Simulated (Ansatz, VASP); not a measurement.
Al in VASP and in Ansatz

File INCAR:

```
SYSTEM = Al
  PREC = Accurate
  ENCUT = 520
  EDIFF = 1E-8
  ISMEAR = -1
  SIGMA = 0.08
  LREAL = .FALSE.
  LASPH = .TRUE.
  NELM = 80
  ALGO = Normal
  ISIF = 2
  LWAVE = .FALSE.
  LCHARG = .FALSE.
  GGA = PE
  LEFG = .TRUE.
  NBANDS = 10
```

Contents of KPOINTS:

```
Automatic mesh
0
G
  9 9 9
  0 0 0
```

The input POSCAR:

```
Al
1.0
    0.0000000000      3.0233479316      3.0233479316
    3.0233479316      0.0000000000      3.0233479316
    3.0233479316      3.0233479316      0.0000000000
Al
2
Direct
    0.0000000000      0.0000000000      0.0000000000
    0.2500000000      0.2500000000      0.2500000000
```

Input for Ansatz:

```yaml
crystal:
  lattice:
    - [0.0, 3.0233479316, 3.0233479316]
    - [3.0233479316, 0.0, 3.0233479316]
    - [3.0233479316, 3.0233479316, 0.0]
  atoms:
    - { symbol: Al, position: [0.0, 0.0, 0.0] }
    - { symbol: Al, position: [0.25, 0.25, 0.25] }
kpoints:
  mp_grid: { grid: [9, 9, 9] }
  band_path:
    path:
      - [0.0, 0.0, 0.0]
      - [0.5, 0.0, 0.5]
      - [0.625, 0.25, 0.625]
      - [0.375, 0.375, 0.75]
      - [0.0, 0.0, 0.0]
      - [0.5, 0.5, 0.5]
      - [0.5, 0.25, 0.75]
      - [0.5, 0.0, 0.5]
    npoints: 8
scf:
  occupations: { method: fermi_dirac, width: 0.08 }
hamiltonian:
  xc: pbe
  pseudopotentials: { kind: paw }
output:
  forces: true
  stress: true
  eigenvalues: true
  efg: { contact_densities: true }
  populations: true
  bader: true
  dos: { projected: true, de: 0.2, e_range: [-14, 8] }
```

Alike in both runs: task electric field gradients; functional PBE; k mesh 9 × 9 × 9; occupations fermi-dirac, width 0.08 eV; no spin polarisation.

|  | VASP | Ansatz |
| --- | --- | --- |
| version | VASP 6.6.1 | Ansatz 0.2.0 |
| potentials or method | VASP PAW PBE potentials, release 64 (Al) | PAW with Ansatz's default frozen-core files, scalar-relativistic |
| plane-wave cutoff (eV) | 520 | 420 |
| valence electrons in the cell | 6 | 6 |

|  | VASP | Ansatz | Ansatz less VASP |
| --- | --- | --- | --- |
| pressure (GPa) | 0.0 | 0.0 | +0.02 |
| Vzz of the field gradient on the site that differs most (V/Å²) | 0.0 | 0.0 | 0.00 |

With one functional, cell and mesh, what is left measures potentials, basis and numerics.
